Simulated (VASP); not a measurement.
Crystal: H.

```
H
1.0
    -1.69153    1.69153    2.05847
     1.69153   -1.69153    2.05847
     1.69153    1.69153   -2.05847
H
2
Direct
  0.09014 0.09014 0.00000
  0.90986 0.90986 0.00000
```

```yaml
Program: VASP 6.6.1
Task: single point
Functional: PBE
Potentials_or_basis: VASP PAW PBE potentials, release 64 (H)
Cutoff: 900 eV
k_mesh: 8 × 8 × 8
Occupations: gaussian, width 0.02 eV
Spin: no spin polarisation
```

On this cell: pressure 0.8 GPa; largest force 0.254 eV/Å; band gap on the k mesh 8.94 eV, indirect (least direct gap 9.75 eV).

The same run follows on a disturbed copy (grid = ENCUT=900 k=8x8x8 ISMEAR=0 SIGMA=0.02 PREC=Accurate EDIFF=1e-08 LREAL=False ADDGRID=False LASPH=True; atoms moved at random, drawn with an rms of 0.1 Å):

```xyz
2
Lattice="-1.6915 1.6915 2.0585 1.6915 -1.6915 2.0585 1.6915 1.6915 -2.0585" Properties=species:S:1:pos:R:3 pbc="T T T"
H     0.0359    0.0401    0.3472
H    -0.0273    0.0613    3.7010
```

What changes?

The energy moves by +1.9 meV/atom; pressure -0.5 GPa; largest force 0.548 eV/Å; band gap on the k mesh 8.50 eV, indirect (least direct gap 9.31 eV).

Forces in eV/Å, atoms in the order of the input:
```
H   -0.049  0.016 -0.545
H    0.049 -0.016  0.545
```

Stress tensor (GPa, compression positive):
```
 0.36  0.01 -0.25
 0.01  0.38  0.08
-0.25  0.08 -2.39
```

A k mesh can miss the band edges.
